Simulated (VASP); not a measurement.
Here is a VASP 6.6.1 calculation.

File INCAR:

```
SYSTEM = BaS
PREC = Accurate
ENCUT = 520
EDIFF = 1E-7
ISMEAR = 0
SIGMA = 0.028999999999999998
LREAL = .FALSE.
LASPH = .TRUE.
NELM = 100
ALGO = Normal
ISIF = 2
LWAVE = .FALSE.
LCHARG = .FALSE.
GGA = PE
NBANDS = 15
```

KPOINTS

```
regular mesh
0
G
  7 7 7
  0 0 0
```

Contents of POSCAR:

```
BaS
1.0
    0.0000000000      3.1937500000      3.1937500000
    3.1937500000      0.0000000000      3.1937500000
    3.1937500000      3.1937500000      0.0000000000
Ba S
1 1
Direct
    0.0000000000      0.0000000000      0.0000000000
    0.5000000000      0.5000000000      0.5000000000
```

Potentials or basis: VASP PAW PBE potentials, release 64 (Ba_sv, S).

Launch:

```console
$ cat potpaw_PBE.64/Ba_sv/POTCAR potpaw_PBE.64/S/POTCAR > POTCAR
$ mpirun -np 1 vasp_std > vasp.out
```

**Question.** What does it give for the band gap on the k mesh?

**Answer.** 2.17 eV, indirect (least direct gap 2.31 eV).

**Question.** What does it give for the pressure?

**Answer.** 1.4 GPa.

Caveat: spin-orbit coupling is left out, which moves the levels of the heavy elements; an odd mesh through Γ misses points on the zone boundary, where band edges often lie.

The gap isn't set beside the measured one, since this odd mesh misses points on the zone boundary.
